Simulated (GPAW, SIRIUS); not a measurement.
Given: the input of a run of SIRIUS 7.12.0 on Ag. The given cell was strained at random by a few per cent at fixed volume. This isn't the form of Ag at room conditions, which is fcc.

The input sirius.json:

```json
{
  "control": {
    "processing_unit": "cpu",
    "verbosity": 2,
    "num_bands_to_print": 17,
    "print_forces": true,
    "print_stress": true
  },
  "parameters": {
    "electronic_structure_method": "pseudopotential",
    "xc_functionals": ["XC_GGA_X_PBE_SOL", "XC_GGA_C_PBE_SOL"],
    "gk_cutoff": 9.1,
    "pw_cutoff": 18.2,
    "ngridk": [11, 11, 11],
    "shiftk": [0, 0, 0],
    "smearing": "fermi_dirac",
    "smearing_width": 0.0018374661,
    "num_bands": 17,
    "num_mag_dims": 0,
    "num_dft_iter": 100,
    "energy_tol": 1e-08,
    "density_tol": 1e-06
  },
  "iterative_solver": {
    "type": "davidson",
    "min_tolerance": 1e-10
  },
  "mixer": {
    "type": "anderson",
    "beta": 0.7,
    "max_history": 8
  },
  "settings": {
    "tol_ne": 1e-10,
    "pseudo_grid_cutoff": 6.5
  },
  "unit_cell": {
    "lattice_vectors": [
      [-3.150999260068, 3.230815622393, 3.1709661063],
      [3.10830656746, -3.141624328763, 3.039084009789],
      [3.117558666566, 3.108183735262, -3.08177481267]
    ],
    "atom_coordinate_units": "lattice",
    "atom_types": ["Ag"],
    "atom_files": {
      "Ag": "Ag.json"
    },
    "atoms": {
      "Ag": [
        [0.00036, -0.016641, -0.002668]
      ]
    }
  }
}
```

Potentials or basis: PseudoDojo 0.4.1 PBEsol standard (scalar relativistic).

Launch:

```bash
$ upf_to_json Ag.upf
$ OMP_NUM_THREADS=1 sirius.scf --input=sirius.json --output=out.json --task=0
```

Q: What does the same run look like in GPAW 26.7.0 (ASE script)? Potentials or basis there: PAW data sets generated for this functional, cutoff 600 eV.

A: As run (cutoffs and basis follow the program's own potentials, and thresholds, step limits or extra output files can differ):

The input run.py:

```python
from ase import Atoms
from ase.dft.bandgap import bandgap
from ase.io import write
from ase.units import GPa
from gpaw import GPAW, PW, setup_paths

setup_paths.insert(0, '.')

atoms = Atoms(['Ag'],
              cell=[[-1.667437, 1.709674, 1.678003],
                    [1.644845, -1.662476, 1.608214],
                    [1.649741, 1.64478, -1.630805]],
              scaled_positions=[[0.00036, -0.016641, -0.002668]],
              pbc=True)

calc = GPAW(mode=PW(600),
            xc='PBEsol',
            kpts={'size': (11, 11, 11), 'gamma': True},
            occupations={'name': 'fermi-dirac', 'width': 0.05},
            nbands=18,
            convergence={'density': 1e-05, 'energy': 1e-05},
            maxiter=150,
            txt='gpaw.txt')
atoms.calc = calc
energy = atoms.get_potential_energy()
forces = atoms.get_forces()
stress = atoms.get_stress()
calc.write('gs.gpw')
write('result.traj', atoms)
print(f'Energy: {energy:.6f} eV')
print('Forces (eV/A):')
print(forces.round(4))
print('Stress (GPa):', (stress / GPa).round(3))
print('Fermi level:', round(calc.get_fermi_level(), 4), 'eV')
print(f'Gap: {bandgap(calc)[0]:.4f} eV, direct: {bandgap(calc, direct=True)[0]:.4f} eV')
```

Potentials or basis: PAW data sets generated in the run's folder for this functional, pw.

Run with:

```sh
$ gpaw-setup -f PBEsol Ag
$ OMP_NUM_THREADS=1 python run.py
```

Both were run:

|  | SIRIUS | GPAW |
| --- | --- | --- |
| Pressure | -7.4 GPa | -7.2 GPa |

The potentials hold 19 and 17 valence electrons a cell.

Pressure is positive in compression.
